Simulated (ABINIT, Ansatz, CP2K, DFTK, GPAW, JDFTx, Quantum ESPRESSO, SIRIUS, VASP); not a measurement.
## WS2: 10 runs at one level of theory

```xyz
6
Lattice="3.1800 0.0000 0.0000 -1.5900 2.7540 0.0000 0.0000 0.0000 12.5000" Properties=species:S:1:pos:R:3 pbc="T T T"
W     1.5900    0.9180    9.3750
W     0.0000    1.8360    3.1250
S     1.5900    0.9180    4.6875
S     0.0000    1.8360   10.9375
S     1.5900    0.9180    1.5625
S     0.0000    1.8360    7.8125
```

Alike in all runs: task single point; functional PBEsol; k mesh 10 × 10 × 3; occupations fermi-dirac, width 0.05 eV; no spin polarisation; no spin-orbit coupling. Pressure is positive in compression and, in plane waves, holds the error of the finite cutoff, which Ansatz's Pulay term estimates and takes out.

```tsv
program and potentials	plane-wave cutoff (eV)	notes	pressure (GPa)	largest force (eV/Å)
Ansatz, Ansatz PAW	420	potentials made for PBE, which Ansatz adapts in part; Pulay term of +0.02 GPa included	-2.71	0.154
JDFTx, PseudoDojo-SR-PBEsol-0.4.1-standard with smoothed tails	1007	-	-2.72	0.151
Quantum ESPRESSO, GBRV 1.5 PBEsol	762	-	-2.52	0.124
DFTK, PseudoDojo SR PBEsol 0.4.1 standard (PBEsol)	1007	-	-2.72	0.151
VASP, PBE PAW files S, W_sv, 520 eV	520	potentials made for PBE	-2.60	0.133
SIRIUS, PseudoDojo 0.4.1 PBEsol standard (scalar relativistic)	1030	-	-2.72	0.152
GPAW, PAW data sets generated for this functional	600	-	-2.78	0.148
Ansatz, all-electron LAPW, scalar-relativistic	-	-	-2.66	0.152
ABINIT, PseudoDojo NC SR PBEsol v0.4.1 standard	1007	-	-2.72	0.151
CP2K, POTENTIAL_UZH W GTH-PBE-q14, S GTH-PBE-q6; TZVP-MOLOPT-PBE-GTH basis	-	atomic basis; potentials made for PBE	-2.17	0.066
```

Force on atom 4 (S), eV/Å:

```tsv
program and potentials	x	y	z
Ansatz, Ansatz PAW	0.000	0.000	-0.154
JDFTx, PseudoDojo-SR-PBEsol-0.4.1-standard with smoothed tails	0.000	0.000	-0.151
Quantum ESPRESSO, GBRV 1.5 PBEsol	0.000	0.000	-0.124
DFTK, PseudoDojo SR PBEsol 0.4.1 standard (PBEsol)	0.000	0.000	-0.151
VASP, PBE PAW files S, W_sv, 520 eV	0.000	0.000	-0.133
SIRIUS, PseudoDojo 0.4.1 PBEsol standard (scalar relativistic)	0.000	0.000	-0.152
GPAW, PAW data sets generated for this functional	0.000	0.000	-0.148
Ansatz, all-electron LAPW, scalar-relativistic	0.000	0.000	-0.152
ABINIT, PseudoDojo NC SR PBEsol v0.4.1 standard	0.000	0.000	-0.151
CP2K, POTENTIAL_UZH W GTH-PBE-q14, S GTH-PBE-q6; TZVP-MOLOPT-PBE-GTH basis	0.000	0.000	-0.066
```

The pressure spans -2.78 (GPAW, PAW data sets generated for this functional) to -2.17 GPa (CP2K, POTENTIAL_UZH W GTH-PBE-q14, S GTH-PBE-q6; TZVP-MOLOPT-PBE-GTH basis), with all-electron results at -2.66. Rows in atomic bases carry the error of their basis and grid, which can be large.

Differences between rows come from potentials, basis sets and numerical settings, since the functional is the same but for its coding. Runs on potential files found faulty are left out.
